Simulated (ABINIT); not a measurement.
Here is an ABINIT 10.8.3 (patched build) calculation.

Contents of run.abi:

```
# Datasets
ndtset 2

# Pseudopotentials
pp_dirpath "./"
pseudos "Mo.LDA_PW-JTH.xml, S.LDA_PW-JTH.xml"

# Structure
acell 6.4149071181 6.4149071181 6.414907118 Angstrom
rprim
     0.2463013058     0.1422021252     0.9587044499
    -0.2463013058     0.1422021252     0.9587044499
     0.0000000000    -0.2844042504     0.9587044499
ntypat 2
znucl 42 16
natom 3
typat 1 2 2
xred
            0.0            0.0            0.0
   0.4170000000   0.4170000000   0.4170000000
            1/4            1/4            1/4

# Plane-wave basis
ecut 15.0
pawecutdg 30.0

# Exchange and correlation
ixc 7

# SCF cycle
nstep 80

# Output
iomode 3
prteig 0
prtebands 0
prtwf 0

# Dataset 1: electrons
kptopt1 1
ngkpt1 7 7 7
nshiftk1 1
shiftk1 0.0 0.0 0.0
nband1 17
occopt1 3
tsmear1 0.00183747
tolvrs1 1.0e-10
prtden1 1

# Dataset 2: positron in the electrons' density
positron2 1
ixcpositron2 3
getden2 1
kptopt2 0
nkpt2 1
kpt2 0.0 0.0 0.0
nband2 1
occopt2 2
occ2 1.0
posocc2 1.0
toldfe2 1.0e-7
nline2 10
nnsclo2 2
optforces2 0
optstress2 0
prtden2 0
```

Potentials or basis: JTH PAW LDA v2.0.

The run is started by

```sh
$ abinit run.abi > log 2>&1
```

**Question.** What does it give for the positron lifetime, one positron a cell?

**Answer.** 296 ps.

**Question.** Estimate the positron lifetime, core in the independent-particle model.

**Answer.** 244 ps.

**Question.** Estimate the largest force.

**Answer.** 0.109 eV/Å.

Forces on the atoms (eV/Å):
```
Mo   0.000  0.000  0.083
S    0.000  0.000  0.026
S    0.000  0.000 -0.109
```

Caveat: the PAW basis is incomplete for the positron.
